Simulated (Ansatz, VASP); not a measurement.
One calculation of SrCl2, two programs

The input INCAR:

```
PREC = Accurate
ENCUT = 520
EDIFF = 1E-6
ISMEAR = -1
SIGMA = 0.03
LREAL = F
LASPH = T
NELM = 80
ALGO = Normal
ISIF = 2
LWAVE = F
LCHARG = F
GGA = PS
NBANDS = 19
```

The input KPOINTS:

```
regular mesh
0
Gamma
  7 7 7
```

The input POSCAR:

```
SrCl2
1.0
    0.0000000000      3.3789688890      3.3789688890
    3.3789688890      0.0000000000      3.3789688890
    3.3789688890      3.3789688890      0.0000000000
Sr Cl
1 2
Direct
    0.0000000000      0.0000000000      0.0000000000
    0.7500000000      0.7500000000      0.7500000000
    0.2500000000      0.2500000000      0.2500000000
```

Input for Ansatz:

```yaml
crystal:
  lattice:
    - [0.0, 3.378968889, 3.378968889]
    - [3.378968889, 0.0, 3.378968889]
    - [3.378968889, 3.378968889, 0.0]
  atoms:
    - { symbol: Sr, position: [0.0, 0.0, 0.0] }
    - { symbol: Cl, position: [0.75, 0.75, 0.75] }
    - { symbol: Cl, position: [0.25, 0.25, 0.25] }
kpoints:
  mp_grid: { grid: [7, 7, 7] }
  band_path:
    path:
      - [0.0, 0.0, 0.0]
      - [0.5, 0.0, 0.5]
      - [0.625, 0.25, 0.625]
      - [0.375, 0.375, 0.75]
      - [0.0, 0.0, 0.0]
      - [0.5, 0.5, 0.5]
      - [0.5, 0.25, 0.75]
      - [0.5, 0.0, 0.5]
    npoints: 6
scf:
  occupations: { method: fermi_dirac, width: 0.03 }
hamiltonian:
  xc: pbesol
  pseudopotentials: { kind: all_electron, lapw: { basis_error: 0.001 } }
output:
  forces: true
  stress: true
  eigenvalues: true
  populations: true
```

Change from the starting cell: volume scaled by 0.9, LAPW.

Alike in both runs: task single point; functional PBEsol; k mesh 7 × 7 × 7; occupations fermi-dirac, width 0.03 eV; no spin polarisation.

|  | VASP | Ansatz |
| --- | --- | --- |
| version | VASP 6.6.1 | Ansatz 0.2.0 |
| potentials or method | VASP PAW PBE potentials, release 64 (Sr_sv, Cl) | all-electron LAPW, scalar-relativistic |
| plane-wave cutoff (eV) | 520 | see its input |

|  | VASP | Ansatz | Ansatz less VASP |
| --- | --- | --- | --- |
| gap on the k mesh at the Fermi level (eV) | 5.39 | 5.39 | +0.003 |
| pressure (GPa) | 3.1 | 2.9 | -0.19 |

Ansatz ran all-electron here, so the differences hold the error of VASP's frozen core and of both bases.

Caveats: the PAW data sets were made with another functional, which shifts forces and pressure a little (VASP); an odd mesh through Γ misses points on the zone boundary, where band edges often lie.
